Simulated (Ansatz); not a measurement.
**ZrS2: relaxation**

Where does the structure settle? Runs: cell and atoms relaxed (PAW); cell relaxed at 2 GPa (PAW); cell relaxed at 4 GPa (PAW); cell relaxed at 7 GPa (PAW); cell relaxed at 10 GPa (PAW); cell relaxed at 15 GPa (PAW).

Program: Ansatz 0.2.0. Level of theory: DFT LDA, frozen-core PAW, scalar-relativistic unless said. These are calculated values, not measurements.

6 further runs of the same task are left out: 6 set aside as unsound or not needed.

### Step 1. The structure to begin with

It takes space group P-3m1 (No. 164, trigonal). Conventional cell: a = 3.691 Å, b = 3.691 Å, c = 6.041 Å, α = 90.00°, β = 90.00°, γ = 120.00°. Zr (site symmetry -3m) has 6 S at 2.57 Å as nearest neighbours. Around S (site symmetry 3m) lie 3 Zr at 2.57 Å.

Coordinates:

```xyz
3
Lattice="3.6914 0.0000 0.0000 -1.8457 3.1968 0.0000 0.0000 0.0000 6.0411" Properties=species:S:1:pos:R:3 pbc="T T T"
Zr    0.0000    0.0000    0.0000
S     1.8457    1.0656    4.6038
S     0.0000    2.1312    1.4372
```

Cartesian axes are those of the input's lattice vectors. The structure goes back to a database entry.

### Step 2. Cell and atoms relaxed, PAW

File input.yaml:

```yaml
crystal:
  lattice:
    - [3.69138254979, 0.0, 0.0]
    - [-1.8456912749, 3.19683106321, 0.0]
    - [0.0, 0.0, 6.04107701]
  atoms:
    - { symbol: Zr, position: [0.0, 0.0, 0.0] }
    - { symbol: S, position: [0.666666666667, 0.333333333333, 0.76209003] }
    - { symbol: S, position: [0.333333333333, 0.666666666667, 0.23790997] }
kpoints:
  mp_grid: { grid: [12, 12, 6] }
scf:
  occupations: { method: fermi_dirac, width: 0.05 }
hamiltonian:
  xc: lda
  pseudopotentials: { kind: paw }
relax:
  f_tol: 0.002
  max_steps: 80
  cell: {}
output:
  forces: true
  stress: true
```

Launch:

```
$ ansatz run input.yaml --threads 1 --pin off --max-ram 3072MiB --backend cpu --events-out ev --progress --plain --runs-dir out
```

### Step 3. Cell relaxed at 2 GPa, PAW

File input.yaml:

```yaml
crystal:
  lattice:
    - [3.5951442303, 0.0, 0.0]
    - [-1.79757211515, 3.11348623371, 0.0]
    - [0.0, 0.0, 5.65509589775]
  atoms:
    - { symbol: Zr, position: [0.0, 0.0, 0.0] }
    - { symbol: S, position: [0.666666666667, 0.333333333333, 0.743274124763] }
    - { symbol: S, position: [0.333333333333, 0.666666666667, 0.256725875237] }
kpoints:
  mp_grid: { grid: [8, 8, 4] }
scf:
  occupations: { method: fixed }
hamiltonian:
  xc: lda
  pseudopotentials: { kind: paw }
relax:
  f_tol: 0.002
  max_steps: 80
  cell: { p_target: 2 }
output:
  forces: true
  stress: true
  write_density: true
  write_potential: true
  elf: true
  volumetric_format: npy
```

### Step 5. Cell relaxed at 4 GPa, PAW

Changes to input.yaml since step 3:

```diff
@@ -19,3 +19,3 @@
   max_steps: 80
-  cell: { p_target: 2 }
+  cell: { p_target: 4 }
 output:
```

### Step 7. Cell relaxed at 7 GPa, PAW

Changes to input.yaml since step 5:

```diff
@@ -19,3 +19,3 @@
   max_steps: 80
-  cell: { p_target: 4 }
+  cell: { p_target: 7 }
 output:
@@ -23,5 +23 @@
   stress: true
-  write_density: true
-  write_potential: true
-  elf: true
-  volumetric_format: npy
```

### Step 9. Cell relaxed at 10 GPa, PAW

Changes to input.yaml since step 7:

```diff
@@ -19,3 +19,3 @@
   max_steps: 80
-  cell: { p_target: 7 }
+  cell: { p_target: 10 }
 output:
```

### Step 11. Cell relaxed at 15 GPa, PAW

Changes to input.yaml since step 9:

```diff
@@ -19,3 +19,3 @@
   max_steps: 80
-  cell: { p_target: 10 }
+  cell: { p_target: 15 }
 output:
@@ -23 +23,5 @@
   stress: true
+  write_density: true
+  write_potential: true
+  elf: true
+  volumetric_format: npy
```

(Steps that only read results are left out.)

What does the calculation give? Wanted: cell; volume.

The runs gave:

```
quantity                                                                       value
    cell  a = 3.595 Å, b = 3.595 Å, c = 5.655 Å, α = 90.00°, β = 90.00°, γ = 120.00°
  volume                                                              21.100 Å³/atom
```

In words: The volume changes by -11.2 %. Cautions: frozen-core PAW files fitted under PBE, their cores solved anew for the functional of the run; no dispersion correction, so the spacing and stiffness between layers or molecules are poor.
